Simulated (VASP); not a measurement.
# N (P6_3/mmc) in VASP: single point with PBEsol

Aim: the single point of N with PBEsol.

Program: VASP 6.6.1. These are calculated values, not measurements. Logs are shortened: lines on timing, memory, paths and dates and some standing lists are left out, and cuts for length are marked.

**1. The cell of the first run**

The structure is hexagonal, space group P6_3/mmc (No. 194). Conventional cell: a = 4.167 Å, b = 4.167 Å, c = 7.006 Å, α = 90.00°, β = 90.00°, γ = 120.00°. Around N (site symmetry 3m) lie 1 N at 1.11 Å.

**2. Single point, PBEsol (the relaxed cell repeated 4 times, on the trajectory's mesh)**

INCAR

```
PREC     = Accurate       # precision mode
ENCUT    = 520            # plane-wave cutoff, eV
EDIFF    = 1E-6           # SCF threshold, eV
ISMEAR   = 0              # smearing method
SIGMA    = 0.1            # smearing width, eV
LREAL    = Auto         
LASPH    = True           # aspherical terms in the spheres
NELM     = 100            # most SCF steps
ALGO     = Fast           # electronic algorithm
ISIF     = 2              # what is computed and relaxed
LWAVE    = False          # write WAVECAR
LCHARG   = False          # write CHGCAR
GGA      = PS             # functional
ISYM     = 0            
NBANDS   = 54             # bands
```

KPOINTS

```
Automatic mesh
0
Gamma
  2 2 2
  0.5 0.5 0.5
```

POSCAR

```
N
1.0
   -2.0836164053      3.6089294775     -7.0060035100
   -2.0836164053      3.6089294775      7.0060035100
    8.3344656212      0.0000000000      0.0000000000
N
16
Direct
    0.1688683133      0.4977983533      0.1666666667
    0.6688683133      0.9977983533      0.1666666667
    0.1688683133      0.4977983533      0.6666666667
    0.6688683133      0.9977983533      0.6666666667
    0.2477983533      0.4188683133      0.1666666667
    0.7477983533      0.9188683133      0.1666666667
    0.2477983533      0.4188683133      0.6666666667
    0.7477983533      0.9188683133      0.6666666667
    0.7522016467      0.5811316867      0.3333333333
    0.2522016467      0.0811316867      0.3333333333
    0.7522016467      0.5811316867      0.8333333333
    0.2522016467      0.0811316867      0.8333333333
    0.8311316867      0.5022016467      0.3333333333
    0.3311316867      0.0022016467      0.3333333333
    0.8311316867      0.5022016467      0.8333333333
    0.3311316867      0.0022016467      0.8333333333
```

Potentials or basis: VASP PAW PBE potentials, release 64 (N).

Launch:

```console
cat potpaw_PBE.64/N/POTCAR > POTCAR
mpirun -np 1 vasp_std > vasp.out
```

OUTCAR:

```text
PREC = Accurate
   ENCUT = 520
   EDIFF = 1E-6
   ISMEAR = 0
   LREAL = Auto
   LASPH = True
   NELM = 100
   ISIF = 2
   GGA = PS
   ISYM = 0

 ion  position               nearest neighbor table
   1  0.169  0.498  0.167-   5 1.11
   2  0.669  0.998  0.167-   6 1.11
   3  0.169  0.498  0.667-   7 1.11
   4  0.669  0.998  0.667-   8 1.11
   5  0.248  0.419  0.167-   1 1.11
   6  0.748  0.919  0.167-   2 1.11
[... 8 lines left out ...]
  15  0.831  0.502  0.833-  11 1.11
  16  0.331  0.002  0.833-  12 1.11

IMPORTANT INFORMATION: All symmetrisations will be switched off!
NOSYMM: (Re-)initialisation of all symmetry stuff for point group C_1.

----------------------------------------------------------------------------------------

                                     Primitive cell

  volume of cell :     421.4601

  direct lattice vectors                    reciprocal lattice vectors
    -2.083616405  3.608929477 -7.006003510     0.000000000  0.138545240 -0.071367364
    -2.083616405  3.608929477  7.006003510     0.000000000  0.138545240  0.071367364
     8.334465621  0.000000000  0.000000000     0.119983697  0.069272620  0.000000000

  length of vectors
     8.151681696  8.151681696  8.334465621     0.155846348  0.155846348  0.138545240

  position of ions in fractional coordinates (direct lattice)
     0.168868313  0.497798353  0.166666667
     0.668868313  0.997798353  0.166666667
     0.168868313  0.497798353  0.666666667
     0.668868313  0.997798353  0.666666667
     0.247798353  0.418868313  0.166666667
     0.747798353  0.918868313  0.166666667
[... 8 lines left out ...]
     0.831131687  0.502201647  0.833333333
     0.331131687  0.002201647  0.833333333

  ion indices of the primitive-cell ions
   primitive index   ion index
                 1           1
                 2           2
                 3           3
                 4           4
                 5           5
                 6           6
[... 8 lines left out ...]
                15          15
                16          16

----------------------------------------------------------------------------------------

 KPOINTS: Automatic mesh

Automatic generation of k-mesh.
 Grid dimensions read from file:
 generate k-points for:    2    2    2

 Generating k-lattice:

  Cartesian coordinates                     Fractional coordinates (reciprocal lattice)
     0.000000000  0.069272620 -0.035683682     0.500000000 -0.000000000  0.000000000
     0.000000000  0.069272620  0.035683682    -0.000000000  0.500000000  0.000000000
     0.059991849  0.034636310  0.000000000     0.000000000  0.000000000  0.500000000

  Length of vectors
     0.077923174  0.077923174  0.069272620

  Shift w.r.t. Gamma in fractional coordinates (k-lattice)
     0.500000000  0.500000000  0.500000000

 Subroutine IBZKPT returns following result:
 ===========================================

 Found      4 irreducible k-points:

 Following reciprocal coordinates:
            Coordinates               Weight
  0.250000  0.250000  0.250000      2.000000
 -0.250000  0.250000  0.250000      2.000000
 -0.250000  0.250000 -0.250000      2.000000
 -0.250000 -0.250000  0.250000      2.000000
   k-points           NKPTS =      4   k-points in BZ     NKDIM =      4   number of bands    NBANDS=     54
   number of dos      NEDOS =    301   number of ions     NIONS =     16
   total plane-waves  NPLWV = 262144
   dimension x,y,z NGX =    64 NGY =   64 NGZ =   64
   dimension x,y,z NGXF=   128 NGYF=  128 NGZF=  128
   ions per type =              16
   NGX,Y,Z   is equivalent  to a cutoff of  13.05, 13.05, 12.77 a.u.
   NGXF,Y,Z  is equivalent  to a cutoff of  26.10, 26.10, 25.53 a.u.
 SYSTEM =  unknown system
   PREC   = accura    normal or accurate (medium, high low for compatibility)
   ISTART =      0    job   : 0-new  1-cont  2-samecut
   ICHARG =      2    charge: 1-file 2-atom 10-const
   ISPIN  =      1    spin polarized calculation?
   LNONCOLLINEAR =      F non collinear calculations
   LSORBIT =      F    spin-orbit coupling
   LASPH  =      T    aspherical Exc in radial PAW
   ENCUT  =  520.0 eV  38.22 Ry    6.18 a.u.  15.16 15.16 15.50*2*pi/ulx,y,z
   NELM   =    100;   NELMIN=  2; NELMDL= -5     # of ELM steps
   EDIFF  = 0.1E-05   stopping-criterion for ELM
   LREAL  =      T    real-space projection
   EDIFFG = 0.1E-04   stopping-criterion for IOM
   NSW    =      0    number of steps for IOM
   IBRION =     -1    ionic relax: 0-MD 1-quasi-New 2-CG
   NFREE  =      0    steps in history (QN), initial steepest desc. (CG)
   ISIF   =      2    stress and relaxation
   ISYM   =      0    0-nonsym 1-usesym 2-fastsym
   POTIM  = 0.5000    time-step for ionic-motion
   TEBEG  =    0.0;   TEEND  =   0.0 temperature during run
   PSTRESS=    0.0 pullay stress
   NELECT =      80.0000    total number of electrons
   NUPDOWN=      -1.0000    fix difference up-down
   EMIN   =  10.00;   EMAX   =-10.00  energy-range for DOS
   EFERMI =   0.00;   METHOD = LEGACY
   ISMEAR =     0;   SIGMA  =   0.10  broadening in eV -4-tet -1-fermi 0-gaus
   EFERMI_NEDOS =   21; number of points for ismear=-14 and -15
   IALGO  =     68    algorithm
   IMIX   =      4    mixing-type and parameters
     AMIX     =   0.40;   BMIX     =  1.00
     AMIX_MAG =   1.60;   BMIX_MAG =  1.00
  volume/ion in A,a.u.               =      26.34       177.76
  Fermi-wavevector in a.u.,A,eV,Ry     =   0.940848  1.777944 12.043801  0.885194
  Thomas-Fermi vector in A             =   2.068300
   LORBIT       =      0    0 simple, 1 ext, 2 COOP (PROOUT), +10 PAW based schemes
   GGA     = PS    functional components
   LHFCALC =     F    Hartree Fock is set to
   AEXX    =    0.0000 exact exchange contribution
   IVDW    =     0    specifies the selected vdW correction
   LEPSILON=     F    determine dielectric tensor
   LRPA    =     F    only Hartree local field effects (RPA)
 non-spin polarized calculation
 RMM-DIIS sequential band-by-band and
 Gauss-broadening in eV      SIGMA  =   0.10
  energy-cutoff  :      520.00
  volume of cell :      421.46
 maximum number of plane-waves:     11363
 NGX is ok and might be reduce to    64
   NGX = 31   NGY = 31   NGZ = 31

 number of electron      79.9999992 magnetization

 Free energy of the ion-electron system (eV)
  ---------------------------------------------------
  ext. energy  EPLUGINS =         0.00000000
  ---------------------------------------------------
  free energy    TOTEN  =      -136.52428656 eV

  energy without entropy =     -136.52428656  energy(sigma->0) =     -136.52428656

 E-fermi :  -6.3006     XC(G=0):  -5.8128

 val. band max:       -6.7520474972   @ k =  -0.2500  -0.2500   0.2500
 cond. band min:       0.2928495681   @ k =  -0.2500  -0.2500   0.2500
 fundamental gap:      7.0448970653
 Fermi energy:        -6.3005633004

 k-point     1 :       0.2500    0.2500    0.2500
  band No.  band energies     occupation
      1     -25.2490      2.00000
      2     -25.2490      2.00000
      3     -25.2468      2.00000
      4     -25.2468      2.00000
      5     -25.2371      2.00000
      6     -25.2371      2.00000
[... 44 lines left out ...]
     51       1.1423      0.00000
     52       1.1670      0.00000

 k-point     2 :      -0.2500    0.2500    0.2500
  band No.  band energies     occupation
      1     -25.2584      2.00000
      2     -25.2448      2.00000
      3     -25.2422      2.00000
      4     -25.2414      2.00000
      5     -25.2414      2.00000
      6     -25.2362      2.00000
[... 44 lines left out ...]
     51       1.0220      0.00000
     52       1.3014      0.00000

 k-point     3 :      -0.2500    0.2500   -0.2500
  band No.  band energies     occupation
      1     -25.2584      2.00000
      2     -25.2448      2.00000
      3     -25.2422      2.00000
      4     -25.2414      2.00000
      5     -25.2414      2.00000
      6     -25.2362      2.00000
[... 44 lines left out ...]
     51       1.0218      0.00000
     52       1.3027      0.00000

 k-point     4 :      -0.2500   -0.2500    0.2500
  band No.  band energies     occupation
      1     -25.2566      2.00000
      2     -25.2420      2.00000
      3     -25.2420      2.00000
      4     -25.2420      2.00000
      5     -25.2420      2.00000
      6     -25.2388      2.00000
[... 44 lines left out ...]
     51       1.1156      0.00000
     52       1.1169      0.00000
 [bands above 52 left out]

------------------------ aborting loop because EDIFF is reached ----------------------------------------

  FORCE on cell =-STRESS in cart. coord.  units (eV):
  Direction    XX          YY          ZZ          XY          YZ          ZX
  --------------------------------------------------------------------------------------
  -------------------------------------------------------------------------------------
  Total        0.0298513      0.0262383      7.7695847      0.0031946      0.0000970      0.0000839
  in kB        0.1134794      0.0997447     29.5360139      0.0121442      0.0003687      0.0003189
  external PRESSURE =       9.9164127 kB  Pullay stress =       0.0000000 kB

 VOLUME and BASIS-vectors are now :
 -----------------------------------------------------------------------------
  energy-cutoff  :      520.00
  volume of cell :      421.46
      direct lattice vectors                 reciprocal lattice vectors
    -2.083616405  3.608929477 -7.006003510     0.000000000  0.138545240 -0.071367364
    -2.083616405  3.608929477  7.006003510     0.000000000  0.138545240  0.071367364
     8.334465621  0.000000000  0.000000000     0.119983697  0.069272620  0.000000000

 POSITION                                       TOTAL-FORCE (eV/Angst)
 -----------------------------------------------------------------------------------
      0.00000      2.40595      2.30449        -0.000155     -0.000075      0.891996
     -2.08362      6.01488      2.30449        -0.000141     -0.000098      0.891978
      4.16723      2.40595      2.30449        -0.000137     -0.000065      0.891957
      2.08362      6.01488      2.30449        -0.000160     -0.000084      0.891954
      0.00000      2.40595      1.19852        -0.000144     -0.000101     -0.891972
     -2.08362      6.01488      1.19852        -0.000149     -0.000089     -0.891985
[... 8 lines left out ...]
      4.16723      4.81191     -2.30449         0.000146      0.000053     -0.891966
      6.25085      1.20298     -2.30449         0.000149      0.000084     -0.891977
 -----------------------------------------------------------------------------------
    total drift:                               -0.000035      0.000019      0.000009

  FREE ENERGIE OF THE ION-ELECTRON SYSTEM (eV)
  ---------------------------------------------------
  free  energy   TOTEN  =      -136.5242865636 eV

  energy  without entropy=     -136.5242865636  energy(sigma->0) =     -136.52428656
```

Wall time 2 min (1 thread of AMD EPYC 9R45 (Zen 5), shared host); peak memory 0.51 GiB.

What came out:

```
Free energy            : -136.5243 eV
Pressure               : 1.0 GPa
Largest force          : 0.892 eV/Å
Band gap on the k mesh : 7.04 eV
```

Forces on the atoms (eV/Å):
```
N    0.000  0.000  0.892
N    0.000  0.000  0.892
N    0.000  0.000  0.892
N    0.000  0.000  0.892
N    0.000  0.000 -0.892
N    0.000  0.000 -0.892
N    0.000  0.000 -0.892
N    0.000  0.000 -0.892
N    0.000  0.000  0.892
N    0.000  0.000  0.892
N    0.000  0.000  0.892
N    0.000  0.000  0.892
N    0.000  0.000 -0.892
N    0.000  0.000 -0.892
N    0.000  0.000 -0.892
N    0.000  0.000 -0.892
```

Stress tensor (GPa, compression positive):
```
0.01 0.00 0.00
0.00 0.01 0.00
0.00 0.00 2.95
```

Caveat: the standard files for N, O and F lose accuracy on very short bonds; the PAW data sets were made with another functional, which shifts forces and pressure a little.
